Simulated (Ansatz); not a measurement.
**GaP: what relativity and spin–orbit coupling change**

```xyz
2
Lattice="0.0000 2.5805 2.5805 2.5805 0.0000 2.5805 2.5805 2.5805 0.0000" Properties=species:S:1:pos:R:3 pbc="T T T"
Ga    0.0000    0.0000    0.0000
P     2.5805    2.5805    2.5805
```

Atoms are numbered in the order listed.

The structure comes from a relaxation in the same program, started in the rocksalt type, and has space group Fm-3m. Whether it is a known phase or the ground state wasn't checked.

One fixed cell is solved with PBE by all-electron LAPW in Ansatz 0.2.0 under different relativistic treatments. Pressure is positive in compression.

Settings: a Γ-centred 12×12×12 k mesh, Fermi–Dirac smearing of 0.05 eV, basis error target 1 meV/atom, no spin polarisation.

```csv
setting,P (GPa)
scalar-relativistic,0.02
non-relativistic,?
with spin–orbit coupling,0.01
"scalar-relativistic, inner shells corrected to Dirac",0.02
```

Q: Fill in "P (GPa)" for the row "non-relativistic".

A: 0.29.
